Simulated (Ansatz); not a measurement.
## Pd: equation of state with PBE

Crystal: Pd.

```
Pd
1.0
     0.00000    1.94650    1.94650
     1.94650    0.00000    1.94650
     1.94650    1.94650    0.00000
Pd
1
Cartesian
  0.0000 0.0000 0.0000
```

* Program: Ansatz 0.2.0
* Task: equation of state
* Functional: PBE
* Potentials or basis: Ansatz PAW
* Cutoff: 420 eV
* Density cutoff: 1680 eV
* k mesh: 12 × 12 × 12
* Occupations: fermi-dirac, width 0.05 eV
* Spin: no spin polarisation

```
Equilibrium volume                      : 15.31 Å³/atom
Bulk modulus                            : 168 GPa
Pressure derivative of the bulk modulus : 5.5
```

Energy against volume, from the lowest point:
```csv
volume (Å³/atom),energy (meV/atom)
13.865,88.59
14.160,53.65
14.455,28.40
14.750,11.69
15.045,2.51
15.340,0.00
15.635,3.38
```

All runs of the series together: 6 s on 2 threads of AMD EPYC 7R13 Processor (Zen 3), on a shared host.

PBE usually gives volumes a little too large and moduli too small. Zero-point motion and thermal expansion aren't in these numbers.
